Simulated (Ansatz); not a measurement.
## Σ3 (112) boundary in fcc Ir with Ru (substitutional): structure and resistance

Aim: the relaxed structure and the specific resistance of the Σ3 (112) boundary in fcc Ir with Ru (substitutional).

Program: Ansatz 0.2.0. Level of theory: Ansatz plane-wave DFT, PBE, PAW files; relaxation of a bicrystal slab with its lowest layers held; PAW set soft_1, in the first sound run; inputs show where later runs differ. Results are calculated unless marked as measured.

## 1. Set-up

The cell holds 24 atoms: 23 Ir and 1 Ru. Its edges and angles: a = 2.715 Å, b = 6.650 Å, c = 29.809 Å, α = 90.0°, β = 90.0°, γ = 90.0°. It derives from Ir. built on the (1 1 2) plane; 2 overlapping atoms removed and the grains opened by 0 Å. Vacuum lies along c.

## 2. Relaxing the bicrystal

The boundary is built by mirroring the lower grain in the boundary plane and removing any atoms that overlap; then the Ru is put in at the boundary. A thin bicrystal slab is relaxed first, with the lowest layers held and the upper grain free to shift and open.

The input, input.yaml:

```yaml
crystal:
  lattice:
    - [2.7148657757, 0.0, 0.0]
    - [0.0, 6.6500358706, 0.0]
    - [0.0, 0.0, 29.8091418368]
  atoms:
    - { symbol: Ir, position: [2.0e-10, 0.3333333333, 0.1677337787] }
    - { symbol: Ir, position: [0.5000000002, 1.0, 0.194024849] }
    - { symbol: Ir, position: [1.0e-10, 0.6666666666, 0.2203159193] }
    - { symbol: Ir, position: [0.5000000001, 0.3333333333, 0.2466069896] }
    - { symbol: Ir, position: [1.0e-10, 1.0, 0.2728980598] }
    - { symbol: Ir, position: [0.5000000001, 0.6666666666, 0.2991891301] }
    - { symbol: Ir, position: [1.0e-10, 0.3333333333, 0.3254802004] }
    - { symbol: Ir, position: [0.5000000001, 1.0, 0.3517712707] }
    - { symbol: Ir, position: [0.0, 0.6666666667, 0.378062341] }
    - { symbol: Ir, position: [0.5, 0.3333333333, 0.4043534113] }
    - { symbol: Ru, position: [0.0, 0.0, 0.4306444816] }
    - { symbol: Ir, position: [0.0, 0.6666666667, 0.4832266221] }
    - { symbol: Ir, position: [0.5000000001, 1.0, 0.5095176924] }
    - { symbol: Ir, position: [1.0e-10, 0.3333333333, 0.5358087627] }
    - { symbol: Ir, position: [0.5000000001, 0.6666666666, 0.562099833] }
    - { symbol: Ir, position: [1.0e-10, 1.0, 0.5883909033] }
    - { symbol: Ir, position: [0.5000000001, 0.3333333333, 0.6146819736] }
    - { symbol: Ir, position: [1.0e-10, 0.6666666666, 0.6409730438] }
    - { symbol: Ir, position: [0.5000000002, 1.0, 0.6672641141] }
    - { symbol: Ir, position: [2.0e-10, 0.3333333333, 0.6935551844] }
    - { symbol: Ir, position: [0.5000000002, 0.6666666666, 0.7198462547] }
    - { symbol: Ir, position: [2.0e-10, 0.9999999999, 0.746137325] }
    - { symbol: Ir, position: [0.5000000002, 0.3333333333, 0.7724283953] }
    - { symbol: Ir, position: [3.0e-10, 0.6666666666, 0.7987194656] }
kpoints:
  mp_grid: { grid: [9, 4, 1] }
hamiltonian:
  xc: pbe
  pseudopotentials: { kind: paw, azcp: { folder: soft_1 } }
scf:
  occupations: { method: fermi_dirac, width: 0.1 }
relax:
  f_tol: 0.03
  max_steps: 80
  constraints: [{ sites: [0, 1, 2, 3] }]
```

Run with:

```
$ ansatz run input.yaml --threads 4 --pin off --max-ram 15360MiB --backend cpu --events-out ev --progress --plain --runs-dir out
```

Numbers of over 12 decimals in the logs are rounded to 6 here.

Output:

```text
Engine: ansatz 0.2.0, aarch64-unknown-linux-gnu
Pseudopotentials: kind: paw
Pseudopotential: Ir, paw, valence charge 17, recommended cutoff 420 eV (normal), soft_1/Ir.paw.azcp
Pseudopotential: Ru, paw, valence charge 16, recommended cutoff 420 eV (normal), soft_1/Ru.paw.azcp
Functional definition: PBE
  parameter kappa = 0.804
  parameter beta = 0.066725
  exchange = pbe_x(kappa = kappa, mu = beta*pi^2/3)
  correlation = pbe_c(beta = beta)
Crystal: 24 atoms, lattice volume = 538.173 Å³
Basis set: ecut = 420 eV, 10553 PW (Γ), exchange–correlation on 40×90×400 points (8 copies of the dense FFT grid, shifted against one another)
Bands: 245, of which v1, the nominal top of the filled ones, is band 204 counted from 1 (203 counted from 0)
Symmetry: 2 space group operations
Space group: Pm (ITA 6), of the structure as read, at distance tolerance 8.1e-5 Å
k-points: 15 of 36 (time reversal used)
Non-local potential: Ir, projectors of the file, l = 0: 3, l = 1: 2, l = 2: 2, l = 3: 1
Non-local potential: Ru, projectors of the file, l = 0: 3, l = 1: 2, l = 2: 2, l = 3: 1
PAW form: soft (Blöchl's): semilocal exchange-correlation on the pseudo side does not see the compensation charge
PAW one-centre angular grid: Ir, 590 points (default); XC on 64 Gauss nodes
PAW one-centre angular grid: Ru, 590 points (default); XC on 64 Gauss nodes
Initial density: superposition of atomic densities (neutral atoms: chi_scale 0, normalization atom)
Initial wavefunctions: pseudopotential atomic-orbital guess
Functional: x = pbe(κ = 0.804, μ = 0.219515), c = pbe(β = 0.066725)
SCF iter   1: F=—  HF=-280421.460592 eV  |F-HF|=—  |Δ(HF+E_count)|=         —  Δρ=5.82e-2  dr2=3.75e1  ethr=3.10e-3  ⟨swp⟩=7.1  Hψ=14596  notcnv=0  defer=75
preconditioner: auto → LDOS  [metal: Δε(μ)=0.016 eV  Ē_g=6.418 eV  σ=0.100 eV  W_gap=0.04  n_scr=154 (ndim 8)  ℏωp=23.5 eV  f_vac=0.298  D(μ)=26.13/eV (n_scr^D=236)  β→1.0]
SCF iter   2: F=—  HF=-280420.589694 eV  |F-HF|=—  |Δ(HF+E_count)|=   8.71e-1  Δρ=4.51e-2  dr2=1.96e1  ethr=3.10e-3  ⟨swp⟩=3.0  Hψ=7661  notcnv=0  defer=130
SCF iter   3: F=—  HF=-280417.626676 eV  |F-HF|=—  |Δ(HF+E_count)|=    2.96e0  Δρ=8.62e-3  dr2=8.00e-1  ethr=3.10e-3  ⟨swp⟩=2.5  Hψ=7491  notcnv=0  defer=130
SCF iter   4: F=—  HF=-280417.378563 eV  |F-HF|=—  |Δ(HF+E_count)|=   2.48e-1  Δρ=2.24e-3  dr2=4.49e-2  ethr=1.97e-4  ⟨swp⟩=3.1  Hψ=8020  notcnv=0  defer=119
SCF iter   5: F=—  HF=-280417.376205 eV  |F-HF|=—  |Δ(HF+E_count)|=   2.36e-3  Δρ=9.78e-4  dr2=1.18e-2  ethr=1.10e-5  ⟨swp⟩=2.5  Hψ=6619  notcnv=0  defer=119
SCF iter   6: F=—  HF=-280417.374904 eV  |F-HF|=—  |Δ(HF+E_count)|=   1.30e-3  Δρ=3.37e-4  dr2=1.27e-3  ethr=2.90e-6  ⟨swp⟩=2.5  Hψ=5633  notcnv=0  defer=119
SCF iter   7: F=—  HF=-280417.374960 eV  |F-HF|=—  |Δ(HF+E_count)|=   5.61e-5  Δρ=1.32e-4  dr2=2.60e-4  ethr=3.12e-7  ⟨swp⟩=2.1  Hψ=5293  notcnv=0  defer=119
SCF iter   8: F=—  HF=-280417.374980 eV  |F-HF|=—  |Δ(HF+E_count)|=   1.98e-5  Δρ=5.18e-5  dr2=3.26e-5  ethr=6.38e-8  ⟨swp⟩=2.1  Hψ=5286  notcnv=0  defer=119
SCF iter   9: F=-280417.374983 eV  HF=-280417.374985 eV  |F-HF|=1.33e-6  |Δ(HF+E_count)|=   4.73e-6  Δρ=1.60e-5  dr2=3.49e-6  ethr=5.53e-9  ⟨swp⟩=4.9  Hψ=11834  notcnv=0
SCF 1 converged in 9 iterations: F = -280417.374983 eV  dr2 = 3.49e-6
  greatest PAW one-centre occupation: 1.000 electrons in one spin orbital (limit 2), on the Ir atom at site 12 (counted from 0), in its partial waves of l = 0
relax step   1: F+E_penalty+E_count = -280417.37498317 eV  Δ(F+E_penalty+E_count) = +0.000e0 eV  max|allowed force component| = 1.050e0 eV/Å  Δτ_max = 0.0000 Å  (9 SCF iters, dr2 threshold 2.25e-5 eV, accepted)
Initial density: handed on by an earlier stage of this run
Initial wavefunctions: those handed on with the density
iter 1 solved again at ethr=1.02e-3 eV; its pass at ethr=3.10e-3 eV (dr2=4.16e0 eV) is discarded
SCF iter   1: F=—  HF=-280417.975492 eV  |F-HF|=—  |Δ(HF+E_count)|=         —  Δρ=1.19e-2  dr2=4.14e0  ethr=1.02e-3  ⟨swp⟩=1.0  Hψ=13432  notcnv=0  defer=120
preconditioner: auto → LDOS  [metal: Δε(μ)=0.007 eV  Ē_g=6.200 eV  σ=0.100 eV  W_gap=0.02  n_scr=154 (ndim 8)  ℏωp=23.5 eV  f_vac=0.303  D(μ)=27.55/eV (n_scr^D=276)  β→1.0]
SCF iter   2: F=—  HF=-280417.937143 eV  |F-HF|=—  |Δ(HF+E_count)|=   3.83e-2  Δρ=4.09e-3  dr2=2.05e-1  ethr=1.02e-3  ⟨swp⟩=2.0  Hψ=4708  notcnv=0  defer=120
SCF iter   3: F=—  HF=-280417.929365 eV  |F-HF|=—  |Δ(HF+E_count)|=   7.78e-3  Δρ=3.34e-3  dr2=1.78e-1  ethr=5.03e-5  ⟨swp⟩=3.1  Hψ=8176  notcnv=0  defer=120
SCF iter   4: F=—  HF=-280417.888709 eV  |F-HF|=—  |Δ(HF+E_count)|=   4.07e-2  Δρ=1.21e-3  dr2=1.98e-2  ethr=4.37e-5  ⟨swp⟩=2.0  Hψ=5216  notcnv=0  defer=120
SCF iter   5: F=—  HF=-280417.882921 eV  |F-HF|=—  |Δ(HF+E_count)|=   5.79e-3  Δρ=2.48e-4  dr2=9.94e-4  ethr=4.86e-6  ⟨swp⟩=2.1  Hψ=5558  notcnv=0  defer=127
SCF iter   6: F=—  HF=-280417.882654 eV  |F-HF|=—  |Δ(HF+E_count)|=   2.67e-4  Δρ=6.85e-5  dr2=6.90e-5  ethr=2.44e-7  ⟨swp⟩=3.4  Hψ=7571  notcnv=0  defer=127
SCF iter   7: F=-280417.882646 eV  HF=-280417.882649 eV  |F-HF|=3.15e-6  |Δ(HF+E_count)|=   4.88e-6  Δρ=2.32e-5  dr2=6.02e-6  ethr=1.69e-8  ⟨swp⟩=5.0  Hψ=12456  notcnv=0
SCF 2 converged in 7 iterations: F = -280417.882646 eV  dr2 = 6.02e-6
relax step   2: F+E_penalty+E_count = -280417.88264568 eV  Δ(F+E_penalty+E_count) = -5.077e-1 eV  max|allowed force component| = 8.816e-1 eV/Å  Δτ_max = 0.1995 Å  (7 SCF iters, dr2 threshold 6.89e-5 eV, accepted)
iter 1 solved again at ethr=9.95e-4 eV; its pass at ethr=3.10e-3 eV (dr2=4.05e0 eV) is discarded
SCF iter   1: F=—  HF=-280418.255422 eV  |F-HF|=—  |Δ(HF+E_count)|=         —  Δρ=1.42e-2  dr2=4.02e0  ethr=9.95e-4  ⟨swp⟩=1.8  Hψ=14040  notcnv=0  defer=106
preconditioner: auto → LDOS  [metal: Δε(μ)=0.005 eV  Ē_g=6.248 eV  σ=0.100 eV  W_gap=0.01  n_scr=154 (ndim 8)  ℏωp=23.5 eV  f_vac=0.308  D(μ)=26.93/eV (n_scr^D=256)  β→1.0]
SCF iter   2: F=—  HF=-280418.212795 eV  |F-HF|=—  |Δ(HF+E_count)|=   4.26e-2  Δρ=3.48e-3  dr2=1.38e-1  ethr=9.88e-4  ⟨swp⟩=2.0  Hψ=5234  notcnv=0  defer=106
SCF iter   3: F=—  HF=-280418.208445 eV  |F-HF|=—  |Δ(HF+E_count)|=   4.35e-3  Δρ=2.52e-3  dr2=8.91e-2  ethr=3.40e-5  ⟨swp⟩=3.0  Hψ=8021  notcnv=0  defer=106
SCF iter   4: F=—  HF=-280418.186866 eV  |F-HF|=—  |Δ(HF+E_count)|=   2.16e-2  Δρ=4.44e-4  dr2=2.95e-3  ethr=2.19e-5  ⟨swp⟩=2.3  Hψ=5766  notcnv=0  defer=106
SCF iter   5: F=—  HF=-280418.185493 eV  |F-HF|=—  |Δ(HF+E_count)|=   1.37e-3  Δρ=1.48e-4  dr2=2.05e-4  ethr=7.25e-7  ⟨swp⟩=3.1  Hψ=6763  notcnv=0  defer=118
SCF iter   6: F=-280418.185488 eV  HF=-280418.185518 eV  |F-HF|=2.98e-5  |Δ(HF+E_count)|=   2.55e-5  Δρ=5.67e-5  dr2=4.58e-5  ethr=1.19e-8  ⟨swp⟩=3.2  Hψ=14943  notcnv=0
SCF 3 converged in 6 iterations: F = -280418.185488 eV  dr2 = 4.58e-5
relax step   3: F+E_penalty+E_count = -280418.18548835 eV  Δ(F+E_penalty+E_count) = -3.028e-1 eV  max|allowed force component| = 3.985e-1 eV/Å  Δτ_max = 0.1914 Å  (6 SCF iters, dr2 threshold 4.86e-5 eV, accepted)
[... from here on, the SCF cycles and remarks between the steps are left out ...]
relax step   4: F+E_penalty+E_count = -280418.40314362 eV  Δ(F+E_penalty+E_count) = -2.177e-1 eV  max|allowed force component| = 2.437e-1 eV/Å  Δτ_max = 0.1927 Å  (7 SCF iters, dr2 threshold 3.24e-5 eV, accepted)
relax step   5: F+E_penalty+E_count = -280418.57263043 eV  Δ(F+E_penalty+E_count) = -1.695e-1 eV  max|allowed force component| = 2.506e-1 eV/Å  Δτ_max = 0.1945 Å  (7 SCF iters, dr2 threshold 1.21e-5 eV, accepted)
relax step   6: F+E_penalty+E_count = -280418.70338209 eV  Δ(F+E_penalty+E_count) = -1.308e-1 eV  max|allowed force component| = 5.039e-1 eV/Å  Δτ_max = 0.1928 Å  (6 SCF iters, dr2 threshold 2.35e-5 eV, accepted)
relax step   7: F+E_penalty+E_count = -280418.80482750 eV  Δ(F+E_penalty+E_count) = -1.014e-1 eV  max|allowed force component| = 5.181e-1 eV/Å  Δτ_max = 0.1918 Å  (6 SCF iters, dr2 threshold 1.00e-4 eV, accepted)
relax step   8: F+E_penalty+E_count = -280418.88191672 eV  Δ(F+E_penalty+E_count) = -7.709e-2 eV  max|allowed force component| = 1.208e-1 eV/Å  Δτ_max = 0.2000 Å  (6 SCF iters, dr2 threshold 1.00e-4 eV, accepted)
relax step   9: F+E_penalty+E_count = -280418.90486255 eV  Δ(F+E_penalty+E_count) = -2.295e-2 eV  max|allowed force component| = 1.061e-1 eV/Å  Δτ_max = 0.1950 Å  (8 SCF iters, dr2 threshold 9.12e-7 eV, accepted)
relax step  10: F+E_penalty+E_count = -280418.90513074 eV  Δ(F+E_penalty+E_count) = -2.682e-4 eV  max|allowed force component| = 1.105e-1 eV/Å  Δτ_max = 0.0363 Å  (8 SCF iters, accepted)
relax step  11: F+E_penalty+E_count = -280418.90784719 eV  Δ(F+E_penalty+E_count) = -2.716e-3 eV  max|allowed force component| = 1.716e-2 eV/Å  Δτ_max = 0.0178 Å  (5 SCF iters, dr2 threshold 9.42e-6 eV, accepted)
iter 1 solved again at ethr=1.63e-10 eV; its pass at ethr=3.10e-3 eV (dr2=6.62e-7 eV) is discarded
SCF iter   1: F=—  HF=-280418.907926 eV  |F-HF|=—  |Δ(HF+E_count)|=         —  Δρ=9.46e-6  dr2=6.66e-7  ethr=1.63e-10  ⟨swp⟩=2.2  Hψ=8794  notcnv=0  defer=119
SCF iter   2: F=—  HF=-280418.907848 eV  |F-HF|=—  |Δ(HF+E_count)|=   7.81e-5  Δρ=5.57e-6  dr2=3.22e-7  ethr=1.63e-10  ⟨swp⟩=2.4  Hψ=6481  notcnv=0  defer=119
SCF iter   3: F=-280418.907848 eV  HF=-280418.907848 eV  |F-HF|=5.47e-8  |Δ(HF+E_count)|=   7.01e-8  Δρ=2.23e-6  dr2=7.25e-8  ethr=2.46e-11  ⟨swp⟩=2.9  Hψ=16717  notcnv=0
SCF 12 converged in 3 iterations: F = -280418.907848 eV  dr2 = 7.25e-8
relax step  12: F+E_penalty+E_count = -280418.90784758 eV  Δ(F+E_penalty+E_count) = -3.894e-7 eV  max|allowed force component| = 1.722e-2 eV/Å  Δτ_max = 0.0000 Å  (3 SCF iters, accepted)
SCF converged after 3 iterations
Free energy (F): -280418.907848 eV
Harris-Foulkes:  -280418.907848 eV  (|F-HF|=5.47e-8)
Internal energy: -280418.040760 eV  (E = F + TS)
E sigma→0 (E₀):  -280418.474304 eV
Entropy (-TS):   -0.867088 eV (-36.129 meV/atom)
Fermi energy:    14.166016 eV
--- Per-component energies (eV) ---
  E_band       = -6541.774763
  E_kinetic    = 12861.945506
  E_local      = -536475.337364  (includes V_loc(G=0)·N_el)
  E_nonlocal   = 4782.947795
  E_hartree    = 262565.814292
  E_xc         = -5455.205291
  E_vxc        = -6104.551985  (∫ρ·V_xc dr)
  E_paw        = -216600.171916  (= ΣΔE_a)
  E_vpaw       = -6738.441134  (= ΣTr[D̂ρ^β])
  E_aug_tail   = 0.008685  (compensation charges beyond the density's cutoff)
  E_ewald      = 197901.957533
  E_smearing   = -0.867088  (= −TS)
  E_closure    = -0.000000  (closes the sum)
  Σ components = -280418.907848   (vs F -280418.907848, Δ=0.00e0)
--- Forces (eV/Å), atoms counted from 1 ---
  atom   1  Ir     0.00000000    -0.52059878     0.92032437
  atom   2  Ir     0.00000000     0.35205724     0.09081990
  atom   3  Ir    -0.00000000     0.10651116    -0.44064501
  atom   4  Ir    -0.00000000     0.05315500    -0.56768348
  atom   5  Ir    -0.00000000    -0.00230736     0.00225083
  atom   6  Ir    -0.00000000    -0.00616364     0.00400427
  atom   7  Ir    -0.00000000    -0.00625875    -0.01158965
  atom   8  Ir    -0.00000000     0.00492221    -0.00128009
  atom   9  Ir     0.00000000     0.00493833    -0.00259622
  atom  10  Ir     0.00000000    -0.00265326     0.00335038
  atom  11  Ru     0.00000000    -0.00049318     0.00945400
  atom  12  Ir     0.00000000     0.00565382     0.00147911
  atom  13  Ir     0.00000000    -0.00372220    -0.00748785
  atom  14  Ir     0.00000000     0.00537027     0.00154505
  atom  15  Ir    -0.00000000     0.00000005    -0.00190739
  atom  16  Ir     0.00000000    -0.00189592    -0.00405525
  atom  17  Ir     0.00000000     0.00642270     0.00309323
  atom  18  Ir    -0.00000000     0.00151844    -0.00248417
  atom  19  Ir    -0.00000000    -0.00086042     0.00974454
  atom  20  Ir    -0.00000000    -0.00163900    -0.00985762
  atom  21  Ir    -0.00000000     0.00589160     0.00959032
  atom  22  Ir    -0.00000000    -0.01722169    -0.00283417
  atom  23  Ir    -0.00000000     0.01670556    -0.00663227
  atom  24  Ir    -0.00000000     0.00067457     0.00350567
  max |Σ_I F_I| component: 1.08e-4 eV/Å
--- Relaxed structure (12 steps of the walk, 12 accepted, 0 SCFs on fresh bases) ---
  F+E_penalty+E_count = -280418.90784758 eV   max|allowed force component| = 1.722e-2 eV/Å
  atoms:
    - { symbol: Ir, position: [0.0, 0.333333, 0.167734] }
    - { symbol: Ir, position: [0.500000, 1.000000, 0.194024849] }
    - { symbol: Ir, position: [0.0, 0.666667, 0.220316] }
    - { symbol: Ir, position: [0.500000, 0.333333, 0.2466069896] }
    - { symbol: Ir, position: [-5.330403334228403e-19, 0.995539, 0.272461] }
    - { symbol: Ir, position: [0.500000, 0.664914, 0.300086] }
    - { symbol: Ir, position: [-8.51687320781882e-19, 0.331929, 0.324782] }
    - { symbol: Ir, position: [0.500000, 0.997703, 0.353498] }
    - { symbol: Ir, position: [2.6891089022439846e-18, 0.668454, 0.380268] }
    - { symbol: Ir, position: [0.500000, 0.326993, 0.403870] }
    - { symbol: Ru, position: [0, 0.00475874, 0.430706] }
    - { symbol: Ir, position: [-1.945443015514711e-17, 0.510674, 0.467268] }
    - { symbol: Ir, position: [0.500000, 0.837812, 0.495673] }
    - { symbol: Ir, position: [-2.1668037430944363e-17, 0.173221, 0.518034] }
    - { symbol: Ir, position: [0.500000, 0.504421, 0.545420] }
    - { symbol: Ir, position: [-1.6400743708198323e-17, 0.839145, 0.574937] }
    - { symbol: Ir, position: [0.500000, 0.173369, 0.598668] }
    - { symbol: Ir, position: [-1.7539052804936705e-17, 0.505907, 0.626585] }
    - { symbol: Ir, position: [0.500000, 0.838134, 0.654064] }
    - { symbol: Ir, position: [-1.9440622865623832e-17, 0.170605, 0.677607] }
    - { symbol: Ir, position: [0.500000, 0.508181, 0.705254] }
    - { symbol: Ir, position: [-1.3108938969563986e-17, 0.840666, 0.735384] }
    - { symbol: Ir, position: [0.500000, 0.171108, 0.756297] }
    - { symbol: Ir, position: [-4.6357386613055364e-17, 0.493606, 0.781053] }
```

Run time: 13 min. Hardware: 4 threads of Arm Neoverse V1, shared host; peak memory 3.3 GiB.

The steps of the relaxation:

```
step  energy less that of the first step (eV)  largest force component (eV/Å)
   1                                   0.0000                          1.0502
   2                                  -0.5077                          0.8816
   3                                  -0.8105                          0.3985
   4                                  -1.0282                          0.2437
   5                                  -1.1976                          0.2506
   6                                  -1.3284                          0.5039
   7                                  -1.4298                          0.5181
   8                                  -1.5069                          0.1208
   9                                  -1.5299                          0.1061
  10                                  -1.5301                          0.1105
  11                                  -1.5329                          0.0172
  12                                  -1.5329                          0.0172
```

Forces are held to the 2 operations that the run works with; a distortion that breaks them can't arise in this run.

The atoms that moved most (Å):

```csv
atom,dx,dy,dz,length
Ir24,0.000,-1.151,-0.527,1.266
Ir14,0.000,-1.065,-0.530,1.189
Ir15,0.000,-1.079,-0.497,1.188
Ir20,0.000,-1.082,-0.475,1.182
Ir23,0.000,-1.079,-0.481,1.181
Ir17,0.000,-1.064,-0.477,1.166
Ir13,0.000,-1.079,-0.413,1.155
Ir18,0.000,-1.069,-0.429,1.152
```

Numbers from this step:

* free energy: -280418.9078 eV
* energy at zero smearing: -280418.4743 eV
* Fermi energy: 14.17 eV

The largest force component on a free atom ends at 0.017 eV/Å, under the tolerance of 0.03, after 12 steps.

(Continued in part 2 of 2.)

[Logs are printed without paths, hosts, clocks, repeated set-up lines and the standing remarks that a program may print on its own settings, such as how far it seeks lower states.]

[Hosts, paths, dates, database ids (printed as entryN), source tags and the programs' standing remarks are cut or masked in the printed files.]
